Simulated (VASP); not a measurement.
# BeS (F-43m) in VASP: further runs, part 2 of 2

VASP 6.6.1. The steps go on from the part before.

### 4 Single point, PBE

This run uses another cell than the first one, of 14.44 Å³/atom, 0.996 times its volume.

INCAR reads:

```
  PREC = Accurate
  ENCUT = 520
  EDIFF = 1E-6
  ISMEAR = 0
  SIGMA = 0.1
  LREAL = False
  LASPH = True
  NELM = 100
  ALGO = Normal
  ISIF = 2
  LWAVE = False
  LCHARG = True
  GGA = PE
  LELF = True
  LVHAR = True
  NBANDS = 11
```

KPOINTS reads:

```
regular mesh
0
Gamma
  6 6 6
```

POSCAR reads:

```
BeS
1.0
    0.0000000000      2.4351515800      2.4351515800
    2.4351515800      0.0000000000      2.4351515800
    2.4351515800      2.4351515800      0.0000000000
Be S
1 1
Direct
    0.0000000000      0.0000000000      0.0000000000
    0.7500000000      0.7500000000      0.7500000000
```

Potentials or basis: VASP PAW PBE potentials, release 64 (Be, S).

Run with:

```bash
> cat potpaw_PBE.64/Be/POTCAR potpaw_PBE.64/S/POTCAR > POTCAR
> mpirun -np 1 vasp_std > vasp.out
```

OUTCAR:

```text
PREC = Accurate
   ENCUT = 520
   EDIFF = 1E-6
   ISMEAR = 0
   LREAL = False
   LASPH = True
   NELM = 100
   ISIF = 2
   GGA = PE

 ion  position               nearest neighbor table
   1  0.000  0.000  0.000-   2 2.11   2 2.11   2 2.11   2 2.11
   2  0.750  0.750  0.750-   1 2.11   1 2.11   1 2.11   1 2.11

  LATTYP: Found a face centered cubic cell.
 ALAT       =     4.8703031600

  Lattice vectors:

 A1 = (   0.0000000000,   2.4351515800,   2.4351515800)
 A2 = (   2.4351515800,   0.0000000000,   2.4351515800)
 A3 = (   2.4351515800,   2.4351515800,   0.0000000000)

Analysis of symmetry for initial positions (statically):
=====================================================================
 Subroutine PRICEL returns:
 Original cell was already a primitive cell.

 Routine SETGRP: Setting up the symmetry group for a
 face centered cubic supercell.

 Subroutine GETGRP returns: Found 24 space group operations
 (whereof 24 operations were pure point group operations)
 out of a pool of 48 trial point group operations.

The static configuration has the point symmetry T_d .

[... 162 lines left out ...]
      1      -9.5614      2.00000
      2       4.0478      2.00000
      3       4.0478      2.00000
      4       4.0478      2.00000
      5       9.7213      0.00000
      6       9.7213      0.00000
      7       9.7213      0.00000
      8       9.8275      0.00000
      9      16.8361      0.00000
     10      16.8361      0.00000
     11      18.8218      0.00000
[... 197 lines left out ...]
 k-point    16 :      -0.3333    0.5000    0.1667
  band No.  band energies     occupation
      1      -7.4147      2.00000
      2      -0.4940      2.00000
      3       0.6830      2.00000
      4       0.9117      2.00000
      5       9.1980      0.00000
      6      10.7129      0.00000
      7      14.0122      0.00000
      8      14.4742      0.00000
      9      18.4034      0.00000
     10      18.4529      0.00000
     11      20.9573      0.00000

------------------------ aborting loop because EDIFF is reached ----------------------------------------

  FORCE on cell =-STRESS in cart. coord.  units (eV):
  Direction    XX          YY          ZZ          XY          YZ          ZX
  --------------------------------------------------------------------------------------
  -------------------------------------------------------------------------------------
  Total        0.0698857      0.0698857      0.0698857      0.0000000      0.0000000      0.0000000
  in kB        3.8769572      3.8769572      3.8769572      0.0000000      0.0000000      0.0000000
  external PRESSURE =       3.8769572 kB  Pullay stress =       0.0000000 kB

 VOLUME and BASIS-vectors are now :
 -----------------------------------------------------------------------------
  energy-cutoff  :      520.00
  volume of cell :       28.88
      direct lattice vectors                 reciprocal lattice vectors
     0.000000000  2.435151580  2.435151580    -0.205326027  0.205326027  0.205326027
     2.435151580  0.000000000  2.435151580     0.205326027 -0.205326027  0.205326027
     2.435151580  2.435151580  0.000000000     0.205326027  0.205326027 -0.205326027

 POSITION                                       TOTAL-FORCE (eV/Angst)
 -----------------------------------------------------------------------------------
      0.00000      0.00000      0.00000         0.000000      0.000000      0.000000
      3.65273      3.65273      3.65273        -0.000000     -0.000000     -0.000000
 -----------------------------------------------------------------------------------
    total drift:                               -0.000000     -0.000000     -0.000000

  FREE ENERGIE OF THE ION-ELECTRON SYSTEM (eV)
  ---------------------------------------------------
  free  energy   TOTEN  =       -10.0106005187 eV

  energy  without entropy=      -10.0106005187  energy(sigma->0) =      -10.01060052
```

OSZICAR:

```text
N       E                     dE             d eps       ncg     rms          rms(c)
DAV:   1     0.196393616390E+02    0.19639E+02   -0.37961E+03   352   0.622E+02
DAV:   2    -0.889639548762E+01   -0.28536E+02   -0.27213E+02   457   0.112E+02
DAV:   3    -0.101720184528E+02   -0.12756E+01   -0.12734E+01   463   0.239E+01
DAV:   4    -0.101795390258E+02   -0.75206E-02   -0.75187E-02   438   0.217E+00
DAV:   5    -0.101795948159E+02   -0.55790E-04   -0.55789E-04   457   0.175E-01    0.556E+00
DAV:   6    -0.100479936744E+02    0.13160E+00   -0.11941E-01   405   0.163E+00    0.380E+00
DAV:   7    -0.100092208423E+02    0.38773E-01   -0.11479E-01   433   0.176E+00    0.101E+00
DAV:   8    -0.100104550553E+02   -0.12342E-02   -0.65229E-03   455   0.409E-01    0.141E-01
DAV:   9    -0.100105509878E+02   -0.95932E-04   -0.51083E-04   445   0.143E-01    0.291E-02
DAV:  10    -0.100105954193E+02   -0.44431E-04   -0.76849E-05   420   0.490E-02    0.100E-02
DAV:  11    -0.100106002287E+02   -0.48094E-05   -0.17069E-05   444   0.212E-02    0.869E-03
DAV:  12    -0.100106005187E+02   -0.29006E-06   -0.44869E-07   329   0.477E-03
   1 F= -.10010601E+02 E0= -.10010601E+02  d E =-.133291E-12
```

stdout:

```text
POSCAR found type information on POSCAR BeS
 POSCAR found :  2 types and       2 ions
 scaLAPACK will be used
 LDA part: xc-table for (Slater+PW92), standard interpolation
 POSCAR, INCAR and KPOINTS ok, starting setup
 FFT: planning ... GRIDC
 FFT: planning ... GRID_SOFT
 FFT: planning ... GRID
 WAVECAR not read
 entering main loop
```

Wall time 3.4 s (1 thread of Intel Xeon 6975P-C (Granite Rapids), shared host); peak memory 0.14 GiB.

What came out:

- Free energy: -10.0106 eV
- Pressure: 0.4 GPa
- Band gap on the k mesh: 3.14 eV, indirect (least direct gap 5.67 eV)

A k mesh can miss the band edges. As with any semilocal functional, this PBE gap is likely too small.

### 5 The runs side by side

```csv
task,cell,k mesh,cutoff (eV),smearing,gap on the mesh (eV),pressure (GPa)
single point,"F-43m, 14.49 Å³/atom",8 × 8 × 8,520,gaussian 0.02 eV,3.15,0.0
relaxation of cell and atoms,relaxed,8 × 8 × 8,600,gaussian 0.02 eV,3.15,-0.1
single point,"F-43m, 14.44 Å³/atom",6 × 6 × 6,520,gaussian 0.1 eV,3.14,0.4
```

Alike in all rows: level PBE; potentials or basis VASP PAW PBE potentials, release 64 (Be, S); no spin polarisation.

Total energies depend on the potentials used, so only differences within one code and one set of settings carry meaning.
